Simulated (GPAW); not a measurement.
**AlN: band structure with WC**

AlN:

```xyz
2
Lattice="3.0886 0.0000 0.0000 1.5443 2.6748 0.0000 1.5443 0.8916 2.5219" Properties=species:S:1:pos:R:3 pbc="T T T"
Al    0.0000    0.0000    0.0000
N     1.5443    0.8916    0.6305
```

Measurements of this composition are mostly on another form, of space group No. 186.

- Program: GPAW 26.7.0
- Task: band structure
- Functional: WC
- Potentials or basis: PAW data sets generated in the run's folder for this functional
- Cutoff: 800 eV
- Basis: pw
- k mesh: 10 × 10 × 10
- Occupations: fermi-dirac, width 0.05 eV
- Spin: no spin polarisation
- Maxiter: 150
- Band path: GXWKGLUWLK,UX
- Band points: 80

```
Pressure                : 2.0 GPa
Band gap on the k mesh  : 3.21 eV, indirect (least direct gap 4.15 eV)
Band gap along the path : 3.21 eV, indirect (least direct gap 4.15 eV)
```

Levels at the corners of the path, in eV from the valence-band top:
```tsv
point	band 1	band 2	band 3	band 4	band 5	band 6
Γ	-14.95	0.00	0.00	0.00	4.15	12.48
X	-12.22	-4.94	-1.79	-1.79	3.21	8.50
W	-12.17	-3.79	-3.48	-2.73	5.96	11.28
K	-12.24	-4.28	-3.68	-1.38	5.07	10.00
Γ	-14.95	0.00	0.00	0.00	4.15	12.48
L	-12.87	-5.91	-0.48	-0.48	7.30	9.79
U	-12.24	-4.28	-3.68	-1.38	5.07	10.00
W	-12.17	-3.79	-3.48	-2.73	5.96	11.28
L	-12.87	-5.91	-0.48	-0.48	7.30	9.79
K	-12.24	-4.28	-3.68	-1.38	5.07	10.00
U	-12.24	-4.28	-3.68	-1.38	5.07	10.00
X	-12.22	-4.94	-1.79	-1.79	3.21	8.50
```

Wall time 31 s on 1 thread of Intel(R) Xeon(R) Platinum 8375C CPU @ 2.90GHz (Ice Lake), with other jobs on the host, peak memory 0.21 GiB.
